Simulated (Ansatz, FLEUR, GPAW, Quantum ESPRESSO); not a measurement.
**One calculation of MnO2, 4 ways**

```
CELL_PARAMETERS angstrom
2.85496 0.00000 0.00000
-1.42748 2.47246 0.00000
0.00000 0.00000 10.22174
ATOMIC_POSITIONS crystal
Mn 0.00000 0.00000 0.50000
Mn 0.00000 0.00000 0.00000
O 0.66667 0.33333 0.40686
O 0.66667 0.33333 0.09314
O 0.33333 0.66667 0.59314
O 0.33333 0.66667 0.90686
```

Measurements of this composition are mostly on another form, of space group No. 136.

Alike in all runs: task single point; functional PBEsol; k mesh 11 × 11 × 3; occupations fermi-dirac, width 0.05 eV; collinear spin, ferromagnetic start; no spin-orbit coupling. Pressure is positive in compression and, in plane waves, holds the error of the finite cutoff.

```json
{"program and potentials": "Ansatz, all-electron LAPW, scalar-relativistic", "plane-wave cutoff (eV)": "-", "notes": "-", "pressure (GPa)": "-2.27", "net moment per atom (μB)": "1.00", "largest force (eV/Å)": "0.187"}
{"program and potentials": "Quantum ESPRESSO, GBRV 1.5 PBEsol", "plane-wave cutoff (eV)": "612", "notes": "-", "pressure (GPa)": "-1.74", "net moment per atom (μB)": "1.00", "largest force (eV/Å)": "0.148"}
{"program and potentials": "FLEUR, all-electron, FLAPW", "plane-wave cutoff (eV)": "-", "notes": "-", "pressure (GPa)": "-", "net moment per atom (μB)": "1.00", "largest force (eV/Å)": "0.185"}
{"program and potentials": "GPAW, PAW data sets generated for this functional", "plane-wave cutoff (eV)": "800", "notes": "-", "pressure (GPa)": "0.43", "net moment per atom (μB)": "1.00", "largest force (eV/Å)": "0.039"}
```

Force on atom 3 (O), eV/Å:

```
                           program and potentials      x      y       z
   Ansatz, all-electron LAPW, scalar-relativistic  0.000  0.000   0.187
                Quantum ESPRESSO, GBRV 1.5 PBEsol  0.000  0.000   0.148
                       FLEUR, all-electron, FLAPW  0.000  0.000   0.185
GPAW, PAW data sets generated for this functional  0.000  0.000  -0.039
```

The pressure spans -2.27 (Ansatz, all-electron LAPW, scalar-relativistic) to 0.43 GPa (GPAW, PAW data sets generated for this functional), with all-electron results at -2.27. All agree on the net moment per atom. The state is the one that the start led to, which needn't be the lowest.

The functional is the same throughout but for its coding, so the spread measures potentials, basis and numerics; runs on potential files found faulty are left out.
